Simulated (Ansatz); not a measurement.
**CdSe (F-43m): frozen displacement of one atom**

The task is a frozen displacement of one atom, for CdSe (F-43m).

All numbers are computed with the Python package of Ansatz 0.2.0. Level of theory: DFT PBE, plane waves, PAW.

## Step 1: Starting point

The structure is cubic, space group F-43m (No. 216). Conventional cell: a = 6.141 Å, b = 6.141 Å, c = 6.141 Å, α = 90.00°, β = 90.00°, γ = 90.00°. Around Cd (site symmetry -43m) lie 4 Se at 2.66 Å. Around Se (site symmetry -43m) lie 4 Cd at 2.66 Å.

The script holds or builds the structure itself.

## Step 2: Script

File push_cdse.py:

```python
# -*- coding: utf-8 -*-
"""Energy and force of CdSe as one atom is pushed off its site."""

import ansatz as az
import numpy as np
from pymatgen.core import Lattice, Structure
from pymatgen.io.ase import AseAtomsAdaptor


def main():
    pmg_structure = Structure(
        Lattice([[0.0, 3.07027, 3.07027], [3.07027, 0.0, 3.07027], [3.07027, 3.07027, 0.0]]),
        ["Cd", "Se"],
        [
            [0.0, 0.0, 0.0],
            [0.75, 0.75, 0.75],
        ],
    )
    cdse = az.Crystal.from_ase(AseAtomsAdaptor.get_atoms(pmg_structure))

    inverse = np.linalg.inv(np.array(cdse.lattice.vectors))
    home = np.array(cdse.sites[1].position)
    values = np.linspace(-0.05, 0.05, 5)
    energies, pulls = [], []
    for shift in values:
        moved = cdse.move(1, to=home + shift * inverse[1])
        job = (
            moved.calculation()
            .functional(az.Functional.PBE)
            .basis(17 * az.Ha)
            .kpoints(6, 6, 6, center="gamma")
            .occupations(az.OccupationsMethod.FIXED)
            .forces()
        )
        data = job.run(threads=1, pin="off").report
        energies.append(data["free_energy_ev"])
        pulls.append(data["forces_ev_ang"][1][1])

    # the force is minus the slope of the free energy
    print("shift (A)   dE (eV)   force along y (eV/A)")
    for shift, e, f in zip(values, energies, pulls):
        print(f"{shift:8.3f} {e - energies[2]:10.5f} {f:12.4f}")
    print(f"stiffness from energies {2 * np.polyfit(values, energies, 2)[0]:.3f}, from forces {-np.polyfit(values, pulls, 1)[0]:.3f} eV/A^2")


if __name__ == "__main__":
    main()
```

## Step 3: Running it

The run is started by

```
$ python push_cdse.py
```

The program printed:

```text
shift (A)   dE (eV)   force along y (eV/A)
  -0.050    0.00561       0.2241
  -0.025    0.00140       0.1122
   0.000    0.00000      -0.0000
   0.025    0.00140      -0.1122
   0.050    0.00561      -0.2241
stiffness from energies 4.484, from forces 4.483 eV/A^2
```

Run time: 19 s. Hardware: 1 thread of Arm Neoverse V2, shared host; peak memory 0.49 GiB.

## Step 4: Run by run

One row for each of the 5 runs:

| run | shift of atom 2 from run 1 (Å) | energy from run 3 (meV/atom) | gap on the mesh (eV) | SCF cycles | CPU time (s) |
| --- | --- | --- | --- | --- | --- |
| 1 | 0.000 | 2.80 | 0.53 | 6 | 4.3 |
| 2 | 0.025 | 0.70 | 0.54 | 6 | 4.1 |
| 3 | 0.050 | 0.00 | 0.55 | 6 | 1.5 |
| 4 | 0.075 | 0.70 | 0.54 | 6 | 4.1 |
| 5 | 0.100 | 2.80 | 0.53 | 6 | 4.1 |

## Step 5: Outcome

| quantity | value |
| --- | --- |
| runs compared | 5 |
| range of energy | 2.80 meV/atom |
| lowest point, shift of atom 2 from run 1 (Å) | 0.050 |

In words: The curvature of the energy gives 4.484 eV/Å² and the slope of the force 4.483 eV/Å², a positive curvature. This cell is a computed structure, which may not be the phase found in nature. All periodic images of the atom move with it, so the curvature is one diagonal element of the zone-centre force constants and no normal mode; a positive value doesn't exclude soft modes in which several atoms move.
